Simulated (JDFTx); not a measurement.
Crystal: Ag.

```
CELL_PARAMETERS angstrom
0.00000 2.04275 2.04275
2.04275 0.00000 2.04275
2.04275 2.04275 0.00000
ATOMIC_POSITIONS crystal
Ag 0.00000 0.00000 0.00000
```

```yaml
Program: JDFTx 1.7.0 (patched build)
Task: single point
Functional: PBEsol
Potentials_or_basis: PseudoDojo-SR-PBEsol-0.4.1-standard with smoothed tails
Cutoff: 1116 eV
Density_cutoff: 4463 eV
k_mesh: 11 × 11 × 11
Occupations: fermi-dirac, width 0.05 eV
Spin: no spin polarisation
```

On this cell: pressure -3.1 GPa; band gap on the k mesh none (metal or under the smearing width).

The same run follows on a disturbed copy (cell strained at random at fixed volume):

```
CELL_PARAMETERS angstrom
-0.00622 2.03863 2.06720
2.01497 0.04695 2.01403
2.08560 2.05608 -0.02368
ATOMIC_POSITIONS crystal
Ag 0.00221 0.02855 0.98957
```

Question: What does the disturbed cell give?

Answer: The energy (extrapolated to zero smearing) moves by +6.1 meV/atom; pressure -2.7 GPa; band gap on the k mesh none (metal or under the smearing width).

Stress tensor (GPa, compression positive):
```
-2.50 -1.71  1.40
-1.71 -2.75 -0.80
 1.40 -0.80 -2.80
```
